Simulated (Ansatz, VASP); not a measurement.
## CoO in VASP and in Ansatz

```xyz
2
Lattice="0.0000 2.1315 2.1315 2.1315 0.0000 2.1315 2.1315 2.1315 0.0000" Properties=species:S:1:pos:R:3 pbc="T T T"
Co    0.0000    0.0000    0.0000
O     2.1315    2.1315    2.1315
```

Alike in both runs: task single point; functional LDA; k mesh 8 × 8 × 8; occupations gaussian, width 0.05 eV; collinear spin; Hubbard terms Co d U = 4.0 eV.

```csv
,VASP,Ansatz
version,VASP 6.6.1,Ansatz 0.2.0
potentials or method,"VASP PAW LDA potentials, release 64 (Co, O)","scalar-relativistic, plane waves, PAW"
plane-wave cutoff (eV),520,420
valence electrons in the cell,15,23
```

```tsv
	VASP	Ansatz	Ansatz less VASP
gap on the k mesh at the Fermi level (eV)	none	none	-
pressure (GPa)	-19.4	-15.7	+3.74
net moment per atom (μB)	1.50	1.42	-0.076
size of the moment on the site where the two differ most (μB)	2.72	2.48	-0.234
```

Site moments also hang on the region over which each program counts them. The programs project onto different local orbitals, so the same U acts differently. A gap of «none» marks a metal or a gap that the smearing closes. The two sets of potentials don't hold the same shells in valence. Ansatz warned: «filled_band_counts_differ_across_k_points».

Caveats: a cell with one magnetic atom can't hold antiferromagnetic order, which such compounds often take. The state reached can hang on the start; a lower one may exist.
